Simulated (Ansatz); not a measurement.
**ZrS: elastic constants with LDA**

Crystal: ZrS.

```
Zr S
1.0
     0.00000    2.62500    2.62500
     2.62500    0.00000    2.62500
     2.62500    2.62500    0.00000
Zr S
1 1
Direct
  0.00000 0.00000 0.00000
  0.50000 0.50000 0.50000
```

```yaml
Program: Ansatz 0.2.0
Task: elastic constants
Functional: LDA
Potentials_or_basis: all-electron LAPW, scalar-relativistic
Cutoff: 223 eV (chosen from the basis error)
Basis_error_allowed: 0.001 eV/atom
k_mesh: 7 × 7 × 7
Occupations: fermi-dirac, width 0.05 eV
Spin: no spin polarisation
```

```yaml
Pressure: -9.0 GPa
Band_gap_on_the_k_mesh: none (metal or under the smearing width)
Clamped-ion_elastic_constants_C11_C12_C44: 294, 25, 20 GPa
Voigt_bulk_modulus: 115 GPa
```

Levels at points of the mesh, in eV from the Fermi level:
```tsv
k point	band 18	band 19	band 20	band 21	band 22	band 23	band 24	band 25
(0.00, 0.00, 0.00)	-3.44	-3.44	-3.44	-1.35	-1.35	-1.35	-0.69	-0.69
```

Elastic tensor in Voigt notation (GPa, ions clamped, in the Cartesian axes of the cell as first typed):
```
294  25  25   0   0   0
 25 294  25   0   0   0
 25  25 294   0   0   0
  0   0   0  20   0   0
  0   0   0   0  20   0
  0   0   0   0   0  20
```

It took 32 s on 1 thread of Arm Neoverse V2 (shared host), peak memory 0.34 GiB.

Caveat: the k mesh is thin for a metal, which can move the energy by tens of meV per atom; a metal's response needs a denser mesh; the cell is more than 3 GPa from zero pressure, which shifts response properties; elastic constants of metals need much finer meshes, so these are rough.
